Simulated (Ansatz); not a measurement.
## ZnS: relaxed-ion elastic tensor

Method: DFT PBE, scalar-relativistic, plane waves, PAW (Ansatz 0.2.0). Settings: 420 eV plane-wave cutoff, Γ-centred 12×12×4 mesh, fixed occupations. No spin polarisation.

The cell, relaxed at this level:
```yaml
crystal:
  lattice:
    - [3.84511, 0.00000, 0.00000]
    - [-1.92255, 3.32996, 0.00000]
    - [0.00000, 0.00000, 6.30549]
  atoms:
    - { symbol: Zn, position: [0.66667, 0.33333, 0.64539] }
    - { symbol: Zn, position: [0.33333, 0.66667, 0.14539] }
    - { symbol: S, position: [0.66667, 0.33333, 0.01990] }
    - { symbol: S, position: [0.33333, 0.66667, 0.51990] }
```

The cell has the wurtzite type, in a space group that the Crystallography Open Database lists for this formula; it was reached from a generator's guess.

(1) Give the relaxed-ion elastic constants (GPa, Voigt order xx yy zz yz xz xy, on the Cartesian axes of the cell above).

(2) Is the crystal stable against homogeneous strain?

(3) And the moduli of a polycrystal (Hill averages)?

Answers

(1)
C11 = 115.3, C12 = 51.2, C13 = 38.5, C22 = 115.3, C23 = 38.5, C33 = 135.5, C44 = 27.7, C55 = 27.7, C66 = 32.0 GPa; the others vanish.

(2) Yes: the least eigenvalue of the tensor is 27.7 GPa.

(3) B = 69 GPa, G = 33 GPa, E = 85 GPa, ν = 0.30.
